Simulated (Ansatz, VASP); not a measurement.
**Au in VASP and in Ansatz**

The input run.py:

```python
from ase.calculators.vasp import Vasp
from ase.dft.bandgap import bandgap
from ase.io import read

atoms = read('Au.xyz')
calc = Vasp(
    directory='calc',
    xc='pbe',
    pp='PBE',
    setups={'base': 'minimal', 'Au': '_GW'},
    prec='Accurate',
    encut=550,
    ediff=1e-07,
    ismear=0,
    sigma=0.1,
    lreal=False,
    lasph=True,
    nelm=60,
    algo='Normal',
    isif=2,
    lwave=False,
    lcharg=True,
    lelf=True,
    lvhar=True,
    kpts=[11, 11, 6],
    gamma=True,
    nbands=18,
)
atoms.calc = calc

print('energy (eV):', atoms.get_potential_energy())
print('free energy (eV):', atoms.get_potential_energy(force_consistent=True))
print('forces (eV/A):')
print(atoms.get_forces())
print('stress (eV/A^3, Voigt):', atoms.get_stress())
print('Fermi level (eV):', calc.get_fermi_level())
gap, top, bottom = bandgap(calc)
print('band gap (eV):', gap, 'from (spin, k, band)', top, 'to', bottom)
```

Au.xyz

```xyz
2
Lattice="2.9000000000 0.0000000000 0.0000000000 -1.4500000000 2.5114736710 0.0000000000 0.0000000000 0.0000000000 4.8800000000" Properties=species:S:1:pos:R:3 pbc="T T T"
Au     1.4500000001      0.8371578902      1.2200000000
Au    -0.0000000001      1.6743157808      3.6600000000
```

input.yaml

```yaml
crystal:
  lattice:
    - [2.9, 0.0, 0.0]
    - [-1.45, 2.511473671, 0.0]
    - [0.0, 0.0, 4.88]
  atoms:
    - { symbol: Au, position: [0.6666666667, 0.3333333333, 0.25] }
    - { symbol: Au, position: [0.3333333333, 0.6666666667, 0.75] }
hamiltonian:
  xc: pbe
  pseudopotentials: { kind: paw }
kpoints:
  mp_grid: { grid: [11, 11, 6] }
scf:
  occupations: { method: gaussian, width: 0.1 }
output:
  forces: true
  stress: true
  eigenvalues: true
```

This isn't the form of Au at room conditions, which is fcc.

Alike in both runs: task single point; functional PBE; k mesh 11 × 11 × 6; occupations gaussian, width 0.1 eV; no spin polarisation.

```csv
,VASP,Ansatz
version,VASP 6.6.1,Ansatz 0.2.0
potentials or method,"VASP PAW PBE potentials, release 64 (Au_GW)",Ansatz PAW
plane-wave cutoff (eV),550,420
valence electrons in the cell,22,38
```

```csv
,VASP,Ansatz,Ansatz less VASP
gap on the k mesh at the Fermi level (eV),none,none,-
pressure (GPa),1.4,1.9,+0.44
largest component of the traceless stress (GPa),0.57,0.58,+0.015
```

A gap of «none» marks a metal or a gap that the smearing closes. The functional is the same, so the differences come from potentials, cutoffs and numerics. The two sets of potentials don't hold the same shells in valence.

The runs have no spin-orbit coupling, so splittings on Au are missing.
